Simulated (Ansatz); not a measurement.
# TaN/MoS2/Zr: current against voltage

Wanted: I(V) for TaN/MoS2/Zr. The lower electrode is TaN rock salt(111), the upper one Zr hcp(0001); the barrier is MoS2 2H layers (two layers in the relaxed core). In the first transport cell, after relaxation, the nearest pair of electrode and barrier is N–S at 3.31 Å, at a slant, too long for a bond, at the lower face and Zr–S at 2.61 Å, along the normal, at the upper one. A gap without bonds adds to the barrier. All share a net of side 3.17 Å, which strains the lower electrode by +1.4 %, the upper one by -1.9 % and the barrier by +0.0 %, against typed lattice constants near PBE's. The first steps treat the bulk electrodes alone.

Main program and level: Ansatz 0.2.0; PBE+D3(BJ) DFT, plane waves, PAW files, in the first sound run; inputs show where later runs differ.

## Step 1: The structure

The structure is trigonal, space group R-3m (No. 166). Conventional cell: a = 3.170 Å, b = 3.170 Å, c = 7.579 Å, α = 90.00°, β = 90.00°, γ = 120.00°. Ta has 6 N at 2.22 Å nearest. Nearest to N lie 6 Ta at 2.22 Å. Farther neighbours and most contacts between anions are not listed.

## Step 2: The strained electrode, 6 atoms, electrode TaN rock salt(111)

The electrode is held to the junction's net and relaxed along the normal; its spacing is used for the ideal lead layers.

File input.yaml:

```yaml
crystal:
  lattice:
    - [3.17, 0.0, 0.0]
    - [-1.585, 2.74530053, 0.0]
    - [0.0, 0.0, 7.5792120288]
  atoms:
    - { symbol: Ta, position: [0.0, 0.0, 0.0] }
    - { symbol: "N", position: [0.3333333333, 0.6666666667, 0.1666666667] }
    - { symbol: Ta, position: [0.6666666667, 0.3333333333, 0.3333333333] }
    - { symbol: "N", position: [0.0, 0.0, 0.5] }
    - { symbol: Ta, position: [0.3333333333, 0.6666666667, 0.6666666667] }
    - { symbol: "N", position: [0.6666666667, 0.3333333333, 0.8333333333] }
kpoints:
  mp_grid: { grid: [12, 12, 4] }
scf:
  occupations: { method: fermi_dirac, width: 0.1 }
  max_iter: 150
hamiltonian:
  xc: pbe
  dispersion: d3bj
relax:
  f_tol: 0.01
  max_steps: 40
  cell: { fix: [a, b, angles] }
```

On the command line:

```bash
$ ansatz run input.yaml --threads 8 --pin off --max-ram 20480MiB --backend cpu --events-out ev --progress --plain --runs-dir out
```

Numbers of over 12 decimals in the logs are rounded to 6 here.

What it wrote:

```text
Engine: ansatz 0.2.0, aarch64-unknown-linux-gnu
Pseudopotentials: kind: paw
Pseudopotential: Ta, paw, valence charge 13, recommended cutoff 420 eV (normal), Ta.paw.azcp
Pseudopotential: N, paw, valence charge 5, recommended cutoff 420 eV (normal), N.paw.azcp
Functional definition: PBE
  parameter kappa = 0.804
  parameter beta = 0.066725
  exchange = pbe_x(kappa = kappa, mu = beta*pi^2/3)
  correlation = pbe_c(beta = beta)
Crystal: 6 atoms, lattice volume = 65.959 Å³
Basis set: ecut = 420 eV, 1273 PW (Γ), exchange–correlation on 48×48×108 points (8 copies of the dense FFT grid, shifted against one another)
Bands: 33, of which v1, the nominal top of the filled ones, is band 27 counted from 1 (26 counted from 0)
Symmetry: 36 space group operations
Space group: R-3m (ITA 166), of the structure as read, at distance tolerance 4.0e-5 Å
k-points: 69 of 576
Non-local potential: Ta, projectors of the file, l = 0: 3, l = 1: 2, l = 2: 2, l = 3: 1
Non-local potential: N, projectors of the file, l = 0: 2, l = 1: 2, l = 2: 1
PAW form: soft (Blöchl's): semilocal exchange-correlation on the pseudo side does not see the compensation charge
PAW one-centre angular grid: Ta, 590 points (default); XC on 64 Gauss nodes
PAW one-centre angular grid: N, 110 points (default); XC on 64 Gauss nodes
Initial density: superposition of atomic densities (neutral atoms: chi_scale 0, normalization atom), corrected by the library's trained network
Initial wavefunctions: pseudopotential atomic-orbital guess
Functional: x = pbe(κ = 0.804, μ = 0.219515), c = pbe(β = 0.066725)
SCF iter   1: F=—  HF=-30956.501270 eV  |F-HF|=—  |Δ(HF+E_count)|=         —  Δρ=1.81e-3  dr2=7.15e-4  ethr=1.77e-3  ⟨swp⟩=5.4  Hψ=20043  notcnv=0  defer=16
automatic band count: the SCF goes on with 39 bands, as 33 were too few: the levels above may hold too much charge
preconditioner: auto → Kerker (q_TF=auto, 2.639 Å⁻¹)  [metal: Δε(μ)=0.021 eV  Ē_g=10.696 eV  σ=0.100 eV  W_gap=0.05  n_scr=24 (ndim 8)  ℏωp=25.0 eV  f_vac=0.000  D(μ)=2.45/eV (n_scr^D=24)]
SCF iter   2: F=—  HF=-30956.501358 eV  |F-HF|=—  |Δ(HF+E_count)|=   8.82e-5  Δρ=1.07e-3  dr2=2.74e-4  ethr=1.32e-6  ⟨swp⟩=2.0  Hψ=5122  notcnv=0  defer=14
SCF iter   3: F=—  HF=-30956.501712 eV  |F-HF|=—  |Δ(HF+E_count)|=   3.54e-4  Δρ=1.66e-4  dr2=1.51e-5  ethr=5.08e-7  ⟨swp⟩=2.0  Hψ=3458  notcnv=0  defer=14
SCF iter   4: F=—  HF=-30956.501750 eV  |F-HF|=—  |Δ(HF+E_count)|=   3.80e-5  Δρ=7.26e-5  dr2=2.13e-6  ethr=2.79e-8  ⟨swp⟩=2.6  Hψ=3687  notcnv=0  defer=14
iter 5 did not close the SCF: its close was put off for the readings that it lacked (scf_convergence_deferred on its scf_iter line)
SCF iter   5: F=-30956.501750 eV  HF=-30956.501750 eV  |F-HF|=1.21e-8  |Δ(HF+E_count)|=   5.99e-7  Δρ=9.13e-6  dr2=2.85e-8  ethr=3.94e-9  ⟨swp⟩=3.0  Hψ=4954  notcnv=0  defer=14
SCF iter   6: F=-30956.501750 eV  HF=-30956.501750 eV  |F-HF|=2.44e-10  |Δ(HF+E_count)|=   1.58e-8  Δρ=1.15e-6  dr2=4.32e-10  ethr=5.27e-11  ⟨swp⟩=2.1  Hψ=8079  notcnv=0
SCF 1 converged in 6 iterations: F = -30956.501750 eV  dr2 = 4.32e-10
  greatest PAW one-centre occupation: 0.999 electrons in one spin orbital (limit 2), on the Ta atom at site 4 (counted from 0), in its partial waves of l = 0
relax step   1: F+E_penalty+E_count = -30956.50175038 eV  Δ(F+E_penalty+E_count) = +0.000e0 eV  max|allowed force component| = 4.797e-27 eV/Å  Δτ_max = 0.0000 Å  P = -13.244 GPa  Ω = 65.959 Å³  fix = [a, b, alpha, beta, gamma]  reactions: a -14.220, b -14.220 GPa  (6 SCF iters, dr2 threshold 1.00e-7 eV, accepted)
Crystal: 6 atoms, lattice volume = 63.267 Å³
Basis set: ecut = 420 eV, 1201 PW (Γ), exchange–correlation on 48×48×108 points (8 copies of the dense FFT grid, shifted against one another)
Bands: 39, of which v1, the nominal top of the filled ones, is band 27 counted from 1 (26 counted from 0)
Initial density: handed on by an earlier stage of this run
Initial wavefunctions: those handed on with the density
iter 1 solved again at ethr=7.07e-5 eV; its pass at ethr=3.10e-3 eV (dr2=3.82e-2 eV) is discarded
SCF iter   1: F=—  HF=-30956.557984 eV  |F-HF|=—  |Δ(HF+E_count)|=         —  Δρ=8.18e-3  dr2=4.00e-2  ethr=7.07e-5  ⟨swp⟩=1.6  Hψ=12581  notcnv=0
preconditioner: auto → Kerker (q_TF=auto, 2.657 Å⁻¹)  [metal: Δε(μ)=0.030 eV  Ē_g=11.121 eV  σ=0.100 eV  W_gap=0.07  n_scr=24 (ndim 8)  ℏωp=25.6 eV  f_vac=0.000  D(μ)=2.58/eV (n_scr^D=24)]
SCF iter   2: F=—  HF=-30956.549939 eV  |F-HF|=—  |Δ(HF+E_count)|=   8.04e-3  Δρ=4.03e-3  dr2=1.05e-2  ethr=7.07e-5  ⟨swp⟩=1.4  Hψ=2731  notcnv=0
SCF iter   3: F=—  HF=-30956.546775 eV  |F-HF|=—  |Δ(HF+E_count)|=   3.16e-3  Δρ=7.01e-4  dr2=3.29e-4  ethr=1.95e-5  ⟨swp⟩=2.2  Hψ=3518  notcnv=0
SCF iter   4: F=—  HF=-30956.546731 eV  |F-HF|=—  |Δ(HF+E_count)|=   4.46e-5  Δρ=1.42e-4  dr2=7.83e-6  ethr=6.09e-7  ⟨swp⟩=2.4  Hψ=4004  notcnv=0
iter 5 did not close the SCF: its close was put off for the readings that it lacked (scf_convergence_deferred on its scf_iter line)
SCF iter   5: F=-30956.546731 eV  HF=-30956.546731 eV  |F-HF|=1.27e-8  |Δ(HF+E_count)|=   4.31e-7  Δρ=2.01e-5  dr2=1.41e-7  ethr=1.45e-8  ⟨swp⟩=2.4  Hψ=3881  notcnv=0
SCF iter   6: F=-30956.546731 eV  HF=-30956.546731 eV  |F-HF|=1.85e-9  |Δ(HF+E_count)|=   2.94e-8  Δρ=2.56e-6  dr2=4.05e-9  ethr=2.60e-10  ⟨swp⟩=2.0  Hψ=8498  notcnv=0
SCF 2 converged in 6 iterations: F = -30956.546731 eV  dr2 = 4.05e-9
relax step   2: F+E_penalty+E_count = -30956.54673125 eV  Δ(F+E_penalty+E_count) = -4.498e-2 eV  max|allowed force component| = 2.097e-26 eV/Å  Δτ_max = 0.0000 Å  P = +0.321 GPa  Ω = 63.267 Å³  energy of the carried Pulay correction = +8.272e-3 eV  fix = [a, b, alpha, beta, gamma]  reactions: a -3.276, b -3.276 GPa  (6 SCF iters, dr2 threshold 6.00e-7 eV, accepted)
Crystal: 6 atoms, lattice volume = 64.343 Å³
iter 1 solved again at ethr=1.28e-5 eV; its pass at ethr=3.10e-3 eV (dr2=6.90e-3 eV) is discarded
SCF iter   1: F=—  HF=-30956.568904 eV  |F-HF|=—  |Δ(HF+E_count)|=         —  Δρ=3.40e-3  dr2=7.20e-3  ethr=1.28e-5  ⟨swp⟩=1.6  Hψ=12313  notcnv=0
preconditioner: auto → Kerker (q_TF=auto, 2.650 Å⁻¹)  [metal: Δε(μ)=0.006 eV  Ē_g=10.915 eV  σ=0.100 eV  W_gap=0.01  n_scr=24 (ndim 8)  ℏωp=25.4 eV  f_vac=0.000  D(μ)=2.53/eV (n_scr^D=24)]
SCF iter   2: F=—  HF=-30956.567494 eV  |F-HF|=—  |Δ(HF+E_count)|=   1.41e-3  Δρ=1.64e-3  dr2=1.83e-3  ethr=1.28e-5  ⟨swp⟩=1.8  Hψ=2948  notcnv=0
SCF iter   3: F=—  HF=-30956.566963 eV  |F-HF|=—  |Δ(HF+E_count)|=   5.32e-4  Δρ=2.92e-4  dr2=6.06e-5  ethr=3.39e-6  ⟨swp⟩=2.2  Hψ=3414  notcnv=0
SCF iter   4: F=—  HF=-30956.566985 eV  |F-HF|=—  |Δ(HF+E_count)|=   2.24e-5  Δρ=6.19e-5  dr2=1.48e-6  ethr=1.12e-7  ⟨swp⟩=2.4  Hψ=3986  notcnv=0
iter 5 did not close the SCF: its close was put off for the readings that it lacked (scf_convergence_deferred on its scf_iter line)
SCF iter   5: F=-30956.566985 eV  HF=-30956.566985 eV  |F-HF|=1.22e-9  |Δ(HF+E_count)|=   3.05e-8  Δρ=8.25e-6  dr2=2.48e-8  ethr=2.74e-9  ⟨swp⟩=2.2  Hψ=3683  notcnv=0
SCF iter   6: F=-30956.566985 eV  HF=-30956.566985 eV  |F-HF|=3.57e-10  |Δ(HF+E_count)|=   2.19e-9  Δρ=1.05e-6  dr2=7.02e-10  ethr=4.60e-11  ⟨swp⟩=1.9  Hψ=7441  notcnv=0
SCF 3 converged in 6 iterations: F = -30956.566985 eV  dr2 = 7.02e-10
relax step   3: F+E_penalty+E_count = -30956.56698509 eV  Δ(F+E_penalty+E_count) = -2.025e-2 eV  max|allowed force component| = 1.073e-26 eV/Å  Δτ_max = 0.0000 Å  P = -5.486 GPa  Ω = 64.343 Å³  energy of the carried Pulay correction = +4.926e-3 eV  fix = [a, b, alpha, beta, gamma]  reactions: a -8.022, b -8.022 GPa  (6 SCF iters, dr2 threshold 6.00e-7 eV, accepted)
[...]
relax step   4: F+E_penalty+E_count = -30956.56723254 eV  Δ(F+E_penalty+E_count) = -2.475e-4 eV  max|allowed force component| = 2.918e-26 eV/Å  Δτ_max = 0.0000 Å  P = -5.196 GPa  Ω = 64.287 Å³  energy of the carried Pulay correction = +5.099e-3 eV  fix = [a, b, alpha, beta, gamma]  reactions: a -7.789, b -7.789 GPa  (6 SCF iters, dr2 threshold 4.27e-7 eV, accepted)
[...]
relax step   5: F+E_penalty+E_count = -30956.56318514 eV  Δ(F+E_penalty+E_count) = +4.047e-3 eV  max|allowed force component| = 5.141e-26 eV/Å  Δτ_max = 0.0000 Å  P = -5.302 GPa  Ω = 64.287 Å³  fix = [a, b, alpha, beta, gamma]  reactions: a -7.853, b -7.853 GPa  stress off target by 2.01e-1 GPa on what of the cell is left free  SCF on the basis re-selected at this cell (its energy is not comparable with the rows above)  (9 SCF iters)
[...]
relax step   6: F+E_penalty+E_count = -30956.56328877 eV  Δ(F+E_penalty+E_count) = -1.036e-4 eV  max|allowed force component| = 1.367e-26 eV/Å  Δτ_max = 0.0000 Å  P = -5.158 GPa  Ω = 64.259 Å³  energy of the carried Pulay correction = +8.616e-5 eV  fix = [a, b, alpha, beta, gamma]  reactions: a -7.737, b -7.737 GPa  (6 SCF iters, dr2 threshold 1.01e-7 eV, accepted)
iter 1 solved again at ethr=4.65e-8 eV; its pass at ethr=3.10e-3 eV (dr2=2.51e-5 eV) is discarded
SCF iter   1: F=—  HF=-30956.563210 eV  |F-HF|=—  |Δ(HF+E_count)|=         —  Δρ=2.81e-6  dr2=6.07e-10  ethr=4.65e-8  ⟨swp⟩=3.2  Hψ=17458  notcnv=0
eigensolver tolerance schedule: the retry pair's looser diagonalisation over-reported the residual by 41352.41 of it (diagonalisation noise at 1.63 of the residual, at the tolerance the schedule requests for it); recorded, not acted on — ethr = c·dr2/N_el stays at c = 1.0e-1
SCF iter   2: F=—  HF=-30956.563211 eV  |F-HF|=—  |Δ(HF+E_count)|=   1.16e-6  Δρ=1.54e-6  dr2=2.04e-10  ethr=1.12e-12  ⟨swp⟩=3.5  Hψ=6527  notcnv=0
iter 3 did not close the SCF: its close was put off for the readings that it lacked (scf_convergence_deferred on its scf_iter line)
SCF iter   3: F=-30956.563211 eV  HF=-30956.563211 eV  |F-HF|=4.00e-11  |Δ(HF+E_count)|=  5.89e-10  Δρ=3.08e-7  dr2=3.81e-11  ethr=1.00e-12  ⟨swp⟩=2.0  Hψ=3716  notcnv=0
iter 4 did not close the SCF: its close was put off for the readings that it lacked (scf_convergence_deferred on its scf_iter line)
SCF iter   4: F=-30956.563211 eV  HF=-30956.563211 eV  |F-HF|=7.28e-12  |Δ(HF+E_count)|=  1.09e-11  Δρ=1.43e-7  dr2=8.27e-12  ethr=1.00e-12  ⟨swp⟩=1.0  Hψ=2691  notcnv=0
iter 5 did not close the SCF: its close was put off for the readings that it lacked (scf_convergence_deferred on its scf_iter line)
SCF iter   5: F=-30956.563211 eV  HF=-30956.563211 eV  |F-HF|=1.09e-11  |Δ(HF+E_count)|=  3.64e-12  Δρ=9.58e-9  dr2=4.13e-14  ethr=1.00e-12  ⟨swp⟩=1.0  Hψ=2691  notcnv=0
iter 6 did not close the SCF: its close was put off for the readings that it lacked (scf_convergence_deferred on its scf_iter line)
SCF iter   6: F=-30956.563211 eV  HF=-30956.563211 eV  |F-HF|=0.00e0  |Δ(HF+E_count)|=  1.09e-11  Δρ=3.54e-9  dr2=7.18e-15  ethr=1.00e-12  ⟨swp⟩=1.0  Hψ=2691  notcnv=0
SCF iter   7: F=-30956.563211 eV  HF=-30956.563211 eV  |F-HF|=7.28e-12  |Δ(HF+E_count)|=  1.46e-11  Δρ=1.96e-9  dr2=1.87e-15  ethr=1.00e-12  ⟨swp⟩=1.4  Hψ=5697  notcnv=0
SCF 7 converged in 7 iterations: F = -30956.563211 eV  dr2 = 1.87e-15
relax step   7: F+E_penalty+E_count = -30956.56321117 eV  Δ(F+E_penalty+E_count) = +7.761e-5 eV  max|allowed force component| = 5.306e-26 eV/Å  Δτ_max = 0.0000 Å  P = -5.159 GPa  Ω = 64.259 Å³  fix = [a, b, alpha, beta, gamma]  reactions: a -7.737, b -7.737 GPa  stress off target by 2.03e-3 GPa on what of the cell is left free  SCF on the basis re-selected at this cell (its energy is not comparable with the rows above)  (7 SCF iters)
basis re-selected at this cell: Δ(F+E_penalty+E_count) = +7.761e-5 eV, ΔP = -0.001 GPa vs the last step (what re-selecting the basis moved, of the pressure what is left beyond the Pulay correction that the steps carried, after the strain that the cell walked since its last selection, with what the two solves' SCF thresholds leave and, on support functions, any second-order correction that the steps lacked; it is no m [...]
SCF converged after 7 iterations
Free energy (F): -30956.563211 eV
Harris-Foulkes:  -30956.563211 eV  (|F-HF|=7.28e-12)
Internal energy: -30956.480661 eV  (E = F + TS)
E sigma→0 (E₀):  -30956.521936 eV
Entropy (-TS):   -0.082550 eV (-13.758 meV/atom)
Fermi energy:    21.526985 eV
--- Per-component energies (eV) ---
  E_band       = -140.724270
  E_kinetic    = 1502.516120
  E_local      = -1763.873597  (includes V_loc(G=0)·N_el)
  E_nonlocal   = 179.762199
  E_hartree    = 593.318305
  E_xc         = -840.260198
  E_vxc        = -847.786759  (∫ρ·V_xc dr)
  E_paw        = -25572.863303  (= ΣΔE_a)
  E_vpaw       = -397.979491  (= ΣTr[D̂ρ^β])
  E_aug_tail   = 0.000647  (compensation charges beyond the density's cutoff)
  E_ewald      = -5052.267452
  E_disp       = -2.813383  (pairwise vdW)
  E_smearing   = -0.082550  (= −TS)
  E_closure    = -0.000000  (closes the sum)
  Σ components = -30956.563211   (vs F -30956.563211, Δ=0.00e0)
--- Forces (eV/Å), atoms counted from 1 ---
  atom   1  Ta     0.00000000     0.00000000     0.00000000
  atom   2  N      0.00000000     0.00000000     0.00000000
  atom   3  Ta     0.00000000     0.00000000    -0.00000000
  atom   4  N     -0.00000000     0.00000000     0.00000000
  atom   5  Ta     0.00000000     0.00000000     0.00000000
  atom   6  N      0.00000000     0.00000000     0.00000000
  max |Σ_I F_I| component: 5.10e-26 eV/Å
--- Stress (GPa, compression-positive) ---
       -7.736992      -0.000000       0.000000
        0.000000      -7.736992       0.000000
        0.000000       0.000000      -0.002026
  P = ⅓ Tr σ = -5.1587 GPa (-51.587 kbar)
--- Relaxed structure (5 steps of the walk, 5 accepted, 2 SCFs on fresh bases) ---
  F+E_penalty+E_count = -30956.56321117 eV   max|allowed force component| = 5.306e-26 eV/Å   (the final SCF, on the basis selected at the relaxed cell)
  cell:  # Å, volume = 64.2586 Å³
    - [3.170000, 0, 0]
    - [-1.585000, 2.745301, 0]
    - [0, 0, 7.383832]
  atoms:
    - { symbol: Ta, position: [0, 0, 0] }
    - { symbol: N, position: [0.333333, 0.666667, 0.166667] }
    - { symbol: Ta, position: [0.666667, 0.333333, 0.333333] }
    - { symbol: N, position: [0, 0, 0.5] }
    - { symbol: Ta, position: [0.333333, 0.666667, 0.666667] }
    - { symbol: N, position: [0.666667, 0.333333, 0.833333] }
```

The job ended after 6.8 s (8 threads of Arm Neoverse V2, shared host; peak memory 0.53 GiB).

The steps of the relaxation:

```tsv
step	energy less that of the first step (eV)	largest force component (eV/Å)	pressure (GPa)	volume (Å³)
1	0.0000	0.0000	-13.24	65.96
2	-0.0450	0.0000	0.32	63.27
3	-0.0652	0.0000	-5.49	64.34
4	-0.0655	0.0000	-5.20	64.29
5*	-0.0614	0.0000	-5.30	64.29
6	-0.0615	0.0000	-5.16	64.26
7*	-0.0615	0.0000	-5.16	64.26
```

Relaxation steps marked * repeat the geometry before them on a plane-wave basis chosen anew for their cell, so energy and pressure can jump there.

Forces are held to the 36 operations that the run works with; a distortion that breaks them can't arise in this run.

```tsv
conventional cell, symmetrised	before	after	change
a (Å)	3.170	3.170	+0.0 %
b (Å)	3.170	3.170	+0.0 %
c (Å)	7.579	7.384	-2.6 %
volume (Å³/atom)	10.99	10.71	-2.6 %
```

Final coordinates:

```xyz
6
Lattice="3.1700 0.0000 0.0000 -1.5850 2.7453 0.0000 0.0000 0.0000 7.3838" Properties=species:S:1:pos:R:3 pbc="T T T"
Ta    0.0000    0.0000    0.0000
N     0.0000    1.8302    1.2306
Ta    1.5850    0.9151    2.4613
N     0.0000    0.0000    3.6919
Ta    0.0000    1.8302    4.9226
N     1.5850    0.9151    6.1532
```

Numbers from this step:

| Item | Value |
| --- | --- |
| free energy | -30956.5632 eV |
| Fermi energy | 21.53 eV |
| pressure | -5.159 GPa |

(Continued in part 2 of 4.)

[Logs are printed without paths, hosts, clocks, repeated set-up lines and the standing remarks that a program may print on its own settings, such as how far it seeks lower states.]

[Hosts, paths, dates, database ids (printed as entryN), source tags and the programs' standing remarks are cut or masked in the printed files.]
